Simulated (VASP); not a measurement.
AlO: relaxation of cell and atoms with r2SCAN50

The system is AlO.

```
CELL_PARAMETERS angstrom
2.76919 0.00000 0.00000
0.00000 2.76919 0.00000
0.00000 0.00000 2.76919
ATOMIC_POSITIONS crystal
Al 0.50000 0.50000 0.50000
O 0.00000 0.00000 0.00000
```

The cell was built by a generator and needn't be a form met in nature.

```
Program                            : VASP 6.6.1
Task                               : relaxation of cell and atoms
Functional                         : r2SCAN50
Potentials or basis                : VASP PAW PBE potentials, release 64 (Al, O)
Cutoff                             : 600 eV
k mesh                             : 5 × 5 × 5
Occupations                        : gaussian, width 0.05 eV
Spin                               : no spin polarisation
Grid for exact exchange (PRECFOCK) : Normal
Exchange at q = 0                  : truncated
Further INCAR settings             : ALGO = Normal; EDIFF = 1e-06; IBRION = 2; EDIFFG = -0.005; NSW = 40; ISIF = 3
```

The relaxed volume is 9.74 Å³/atom. The relaxed cell is a = 2.690 Å, b = 2.690 Å, c = 2.690 Å, α = 90.00°, β = 90.00°, γ = 90.00° and the space group after relaxing (to 0.05 Å) is Pm-3m (No. 221). The energy gained by relaxing is 38.1 meV/atom and the ionic steps are 3. The pressure after relaxing is 0.0 GPa and the band gap on the k mesh is none (metal or under the smearing width).

The path:
```
step  energy change (eV)  largest force (eV/Å)  pressure (GPa)  volume (Å³)
   1              0.0000                0.0000          -12.89        21.24
   2             -0.0589                0.0000            7.50        18.72
   3             -0.0762                0.0000           -0.03        19.47
```

Final structure:
```
Al O
1.0
     2.69035    0.00000    0.00000
     0.00000    2.69035    0.00000
     0.00000    0.00000    2.69035
Al O
1 1
Direct
  0.50000 0.50000 0.50000
  0.00000 0.00000 0.00000
```

Levels at points of the mesh, in eV from the Fermi level:
| k point | band 2 | band 3 | band 4 | band 5 | band 6 | band 7 | band 8 |
| --- | --- | --- | --- | --- | --- | --- | --- |
| (0.00, 0.00, 0.00) | -8.79 | -8.79 | -8.79 | -7.44 | 7.07 | 7.07 | 14.76 |

It took 9.7 min on 1 thread of Intel(R) Xeon(R) Platinum 8259CL CPU @ 2.50GHz (Skylake/Cascade Lake), with other jobs on the host, peak memory 0.14 GiB.

Caveat: the k mesh is coarse (spacing up to 0.45 Å⁻¹), so the values aren't converged, least of all with exact exchange; the PAW data sets were made with another functional, which shifts forces and pressure a little; an odd number of electrons without spin polarisation forces a metal; a magnetic or distorted state may lie lower.
